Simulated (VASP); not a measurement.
# Al2O3 (P-6m2) in VASP: further runs

One crystal, Al2O3, is run at these levels: PBE; tasks: Berry-phase polarisation, Wannier functions by SCDM, dielectric tensor.

Program: VASP 6.6.1. These are calculated values, not measurements. Logs are shortened: lines on timing, memory, paths and dates and some standing lists are left out, and cuts for length are marked.

## Step 1: Starting point

It takes space group P-6m2 (No. 187, hexagonal). Conventional cell: a = 2.884 Å, b = 2.884 Å, c = 9.337 Å, α = 90.00°, β = 90.00°, γ = 120.00°. Al (site symmetry 3m) has 3 O at 1.80 Å as nearest neighbours. O (site symmetry 3m) has 3 Al at 1.80 Å as nearest neighbours. Around O (site symmetry -6m2) lie 6 Al at 2.18 Å.

Measurements of this composition are mostly on another form, of space group No. 167.

## Step 2: Berry-phase polarisation, PBE

File INCAR:

```
PREC = Accurate
ENCUT = 520
EDIFF = 1E-7
ISMEAR = 0
SIGMA = 0.02
LREAL = False
LASPH = True
NELM = 80
ALGO = Normal
ISIF = 2
LWAVE = False
LCHARG = False
GGA = PE
LCALCPOL = True
```

File KPOINTS:

```
Automatic mesh
0
Gamma
  11 11 3
```

File POSCAR:

```
Al2O3
1.0
    2.8843249483      0.0000000000      0.0000000000
   -1.4421624742      2.4978986780      0.0000000000
    0.0000000000      0.0000000000      9.3367544600
Al O
2 3
Direct
    0.0000000000      0.0000000000      0.8500076700
    0.0000000000      0.0000000000      0.1499923300
    0.3333333333      0.6666666667      0.7776830800
    0.6666666667      0.3333333333      0.0000000000
    0.3333333333      0.6666666667      0.2223169200
```

Potentials or basis: VASP PAW PBE potentials, release 64 (Al, O).

On the command line:

```
> cat potpaw_PBE.64/Al/POTCAR potpaw_PBE.64/O/POTCAR > POTCAR
> mpirun -np 1 vasp_std > vasp.out
```

OUTCAR:

```text
PREC = Accurate
   ENCUT = 520
   EDIFF = 1E-7
   ISMEAR = 0
   LREAL = False
   LASPH = True
   NELM = 80
   ISIF = 2
   GGA = PE

 ion  position               nearest neighbor table
   1  0.000  0.000  0.850-   3 1.80   3 1.80   3 1.80   4 2.18   4 2.18   4 2.18   2 2.80
   2  0.000  0.000  0.150-   5 1.80   5 1.80   5 1.80   4 2.18   4 2.18   4 2.18   1 2.80
   3  0.333  0.667  0.778-   1 1.80   1 1.80   1 1.80
   4  0.667  0.333  0.000-   1 2.18   2 2.18   1 2.18   2 2.18   1 2.18   2 2.18
   5  0.333  0.667  0.222-   2 1.80   2 1.80   2 1.80

  LATTYP: Found a hexagonal cell.
 ALAT       =     2.8843249483
 C/A-ratio  =     3.2370674689

  Lattice vectors:

 A1 = (   2.8843249483,   0.0000000000,   0.0000000000)
 A2 = (  -1.4421624742,   2.4978986780,   0.0000000000)
 A3 = (   0.0000000000,   0.0000000000,   9.3367544600)

Analysis of symmetry for initial positions (statically):
=====================================================================
 Subroutine PRICEL returns:
 Original cell was already a primitive cell.

 Routine SETGRP: Setting up the symmetry group for a
 hexagonal supercell.

 Subroutine GETGRP returns: Found 12 space group operations
 (whereof 12 operations were pure point group operations)
 out of a pool of 24 trial point group operations.

The static configuration has the point symmetry D_3h.

Analysis of symmetry for dynamics (positions and initial velocities):
=====================================================================
 Subroutine PRICEL returns:
 Original cell was already a primitive cell.

 Routine SETGRP: Setting up the symmetry group for a
 hexagonal supercell.

 Subroutine GETGRP returns: Found 12 space group operations
 (whereof 12 operations were pure point group operations)
 out of a pool of 24 trial point group operations.

The dynamic configuration has the point symmetry D_3h.

 Subroutine INISYM returns: Found 12 space group operations
 (whereof 12 operations are pure point group operations),
 and found     1 'primitive' translations

----------------------------------------------------------------------------------------

                                     Primitive cell

  volume of cell :      67.2690

  direct lattice vectors                    reciprocal lattice vectors
     2.884324948  0.000000000  0.000000000     0.346701574  0.200168247  0.000000000
    -1.442162474  2.497898678  0.000000000     0.000000000  0.400336494  0.000000000
     0.000000000  0.000000000  9.336754460     0.000000000  0.000000000  0.107103598

  length of vectors
     2.884324948  2.884324948  9.336754460     0.400336494  0.400336494  0.107103598

  position of ions in fractional coordinates (direct lattice)
     0.000000000  0.000000000  0.850007670
     0.000000000  0.000000000  0.149992330
     0.333333333  0.666666667  0.777683080
     0.666666667  0.333333333  0.000000000
     0.333333333  0.666666667  0.222316920

  ion indices of the primitive-cell ions
   primitive index   ion index
                 1           1
                 2           2
                 3           3
                 4           4
                 5           5

----------------------------------------------------------------------------------------

 KPOINTS: Automatic mesh

Automatic generation of k-mesh.
 Grid dimensions read from file:
 generate k-points for:   11   11    3

 Generating k-lattice:

  Cartesian coordinates                     Fractional coordinates (reciprocal lattice)
     0.031518325  0.018197113  0.000000000     0.090909091  0.000000000  0.000000000
     0.000000000  0.036394227  0.000000000     0.000000000  0.090909091  0.000000000
     0.000000000  0.000000000  0.035701199     0.000000000  0.000000000  0.333333333

  Length of vectors
     0.036394227  0.036394227  0.035701199

  Shift w.r.t. Gamma in fractional coordinates (k-lattice)
     0.000000000  0.000000000  0.000000000

 Subroutine IBZKPT returns following result:
 ===========================================

 Found     32 irreducible k-points:

 Following reciprocal coordinates:
            Coordinates               Weight
  0.000000  0.000000  0.000000      1.000000
  0.090909 -0.000000  0.000000      6.000000
  0.181818 -0.000000  0.000000      6.000000
  0.272727  0.000000  0.000000      6.000000
  0.363636  0.000000  0.000000      6.000000
  0.454545 -0.000000  0.000000      6.000000
[... 16 lines left out ...]
  0.090909  0.090909  0.333333     12.000000
  0.181818  0.090909  0.333333     24.000000
 [... further k-points ...]
   k-points           NKPTS =     32   k-points in BZ     NKDIM =     32   number of bands    NBANDS=     16
   number of dos      NEDOS =    301   number of ions     NIONS =      5
   total plane-waves  NPLWV =  40320
   dimension x,y,z NGX =    24 NGY =   24 NGZ =   70
   dimension x,y,z NGXF=    48 NGYF=   48 NGZF=  140
   ions per type =               2   3
   NGX,Y,Z   is equivalent  to a cutoff of  13.83, 13.83, 12.46 a.u.
   NGXF,Y,Z  is equivalent  to a cutoff of  27.67, 27.67, 24.93 a.u.
 SYSTEM =  unknown system
   PREC   = accura    normal or accurate (medium, high low for compatibility)
   ISTART =      0    job   : 0-new  1-cont  2-samecut
   ICHARG =      2    charge: 1-file 2-atom 10-const
   ISPIN  =      1    spin polarized calculation?
   LNONCOLLINEAR =      F non collinear calculations
   LSORBIT =      F    spin-orbit coupling
   LASPH  =      T    aspherical Exc in radial PAW
   ENCUT  =  520.0 eV  38.22 Ry    6.18 a.u.   5.36  5.36 17.36*2*pi/ulx,y,z
   NELM   =     80;   NELMIN=  2; NELMDL= -5     # of ELM steps
   EDIFF  = 0.1E-06   stopping-criterion for ELM
   LREAL  =      F    real-space projection
   EDIFFG = 0.1E-05   stopping-criterion for IOM
   NSW    =      0    number of steps for IOM
   IBRION =     -1    ionic relax: 0-MD 1-quasi-New 2-CG
   NFREE  =      0    steps in history (QN), initial steepest desc. (CG)
   ISIF   =      2    stress and relaxation
   ISYM   =      2    0-nonsym 1-usesym 2-fastsym
   POTIM  = 0.5000    time-step for ionic-motion
   TEBEG  =    0.0;   TEEND  =   0.0 temperature during run
   PSTRESS=    0.0 pullay stress
   NELECT =      24.0000    total number of electrons
   NUPDOWN=      -1.0000    fix difference up-down
   EMIN   =  10.00;   EMAX   =-10.00  energy-range for DOS
   EFERMI =   0.00;   METHOD = LEGACY
   ISMEAR =     0;   SIGMA  =   0.02  broadening in eV -4-tet -1-fermi 0-gaus
   EFERMI_NEDOS =   21; number of points for ismear=-14 and -15
   IALGO  =     38    algorithm
   IMIX   =      4    mixing-type and parameters
     AMIX     =   0.40;   BMIX     =  1.00
     AMIX_MAG =   1.60;   BMIX_MAG =  1.00
  volume/ion in A,a.u.               =      13.45        90.79
  Fermi-wavevector in a.u.,A,eV,Ry     =   1.161111  2.194181 18.343074  1.348178
  Thomas-Fermi vector in A             =   2.297686
   LORBIT       =      0    0 simple, 1 ext, 2 COOP (PROOUT), +10 PAW based schemes
   GGA     = PE    functional components
   LHFCALC =     F    Hartree Fock is set to
   AEXX    =    0.0000 exact exchange contribution
   IVDW    =     0    specifies the selected vdW correction
   LEPSILON=     F    determine dielectric tensor
   LRPA    =     F    only Hartree local field effects (RPA)
   LRPA       =     F
 non-spin polarized calculation
 Gauss-broadening in eV      SIGMA  =   0.02
  energy-cutoff  :      520.00
  volume of cell :       67.27
 maximum number of plane-waves:      1841
 NGX is ok and might be reduce to    24
   NGX = 11   NGY = 11   NGZ = 35

 number of electron      23.9999983 magnetization

 Free energy of the ion-electron system (eV)
  ---------------------------------------------------
  ext. energy  EPLUGINS =         0.00000000
  ---------------------------------------------------
  free energy    TOTEN  =       -36.38494601 eV

  energy without entropy =      -36.38494601  energy(sigma->0) =      -36.38494601

 E-fermi :   1.0130     XC(G=0):  -8.5311

 val. band max:        0.8791500509   @ k =   0.0909   0.0909   0.0000
 cond. band min:       5.6506818277   @ k =   0.0000   0.0000   0.0000
 fundamental gap:      4.7715317769
 Fermi energy:         1.0129531342

 k-point     1 :       0.0000    0.0000    0.0000
  band No.  band energies     occupation
      1     -17.8172      2.00000
      2     -16.8013      2.00000
      3     -15.6202      2.00000
      4      -4.0785      2.00000
      5      -1.2338      2.00000
      6      -0.5957      2.00000
[... 8 lines left out ...]
     15       8.6845      0.00000
     16      10.0145      0.00000

 k-point     2 :       0.0909   -0.0000    0.0000
  band No.  band energies     occupation
      1     -17.7169      2.00000
      2     -16.7263      2.00000
      3     -15.5836      2.00000
      4      -4.0203      2.00000
      5      -1.4794      2.00000
      6      -0.8246      2.00000
[... 8 lines left out ...]
     15       8.9753      0.00000
     16      10.2951      0.00000

 k-point     3 :       0.1818   -0.0000    0.0000
  band No.  band energies     occupation
      1     -17.4294      2.00000
      2     -16.5172      2.00000
      3     -15.4903      2.00000
      4      -3.9199      2.00000
      5      -2.3197      2.00000
      6      -1.5406      2.00000
[... 8 lines left out ...]
     15       9.6378      0.00000
     16      10.9733      0.00000
[... 362 lines left out ...]
 k-point    23 :       0.0909    0.0909    0.3333
  band No.  band energies     occupation
      1     -17.5229      2.00000
      2     -16.5843      2.00000
      3     -15.5182      2.00000
      4      -3.9400      2.00000
      5      -1.9684      2.00000
      6      -1.4151      2.00000
[... 8 lines left out ...]
     15       9.7302      0.00000
     16      10.9417      0.00000

 k-point    24 :       0.1818    0.0909    0.3333
  band No.  band energies     occupation
      1     -17.1630      2.00000
      2     -16.3327      2.00000
      3     -15.4207      2.00000
      4      -3.9359      2.00000
      5      -2.8828      2.00000
      6      -2.2295      2.00000
[... 8 lines left out ...]
     15      10.4484      0.00000
     16      11.4158      0.00000

 [... further k-points ...]

------------------------ aborting loop because EDIFF is reached ----------------------------------------

            Ionic dipole moment: p[ion]=(     8.65297    -4.99580     0.00000 ) |e| Angst

 Total electronic dipole moment: p[elc]=(    -2.88658     1.66657     0.00000 ) |e| Angst

  FORCE on cell =-STRESS in cart. coord.  units (eV):
  Direction    XX          YY          ZZ          XY          YZ          ZX
  --------------------------------------------------------------------------------------
  -------------------------------------------------------------------------------------
  Total        0.0703954      0.0703954     -0.0373207     -0.0000000     -0.0000000      0.0000000
  in kB        1.6766392      1.6766392     -0.8888852     -0.0000000     -0.0000000      0.0000000
  external PRESSURE =       0.8214644 kB  Pullay stress =       0.0000000 kB

 VOLUME and BASIS-vectors are now :
 -----------------------------------------------------------------------------
  energy-cutoff  :      520.00
  volume of cell :       67.27
      direct lattice vectors                 reciprocal lattice vectors
     2.884324948  0.000000000  0.000000000     0.346701574  0.200168247  0.000000000
    -1.442162474  2.497898678  0.000000000     0.000000000  0.400336494  0.000000000
     0.000000000  0.000000000  9.336754460     0.000000000  0.000000000  0.107103598

 POSITION                                       TOTAL-FORCE (eV/Angst)
 -----------------------------------------------------------------------------------
      0.00000      0.00000      7.93631         0.000000      0.000000      0.004643
      0.00000      0.00000      1.40044        -0.000000      0.000000     -0.004643
     -0.00000      1.66527      7.26104         0.000000      0.000000     -0.012388
      1.44216      0.83263      0.00000         0.000000      0.000000      0.000000
     -0.00000      1.66527      2.07572        -0.000000     -0.000000      0.012388
 -----------------------------------------------------------------------------------
    total drift:                                0.000000     -0.000000      0.000000

  FREE ENERGIE OF THE ION-ELECTRON SYSTEM (eV)
  ---------------------------------------------------
  free  energy   TOTEN  =       -36.3849460088 eV

  energy  without entropy=      -36.3849460088  energy(sigma->0) =      -36.38494601
```

It took 72 s on 1 thread of AMD EPYC 9R45 (Zen 5), shared host; peak memory 0.19 GiB.

Dipole moments of the cell (e·Å, modulo the quantum): ionic 8.653, -4.996, 0.000; electronic -2.887, 1.667, 0.000

(Continued in part 2 of 3.)
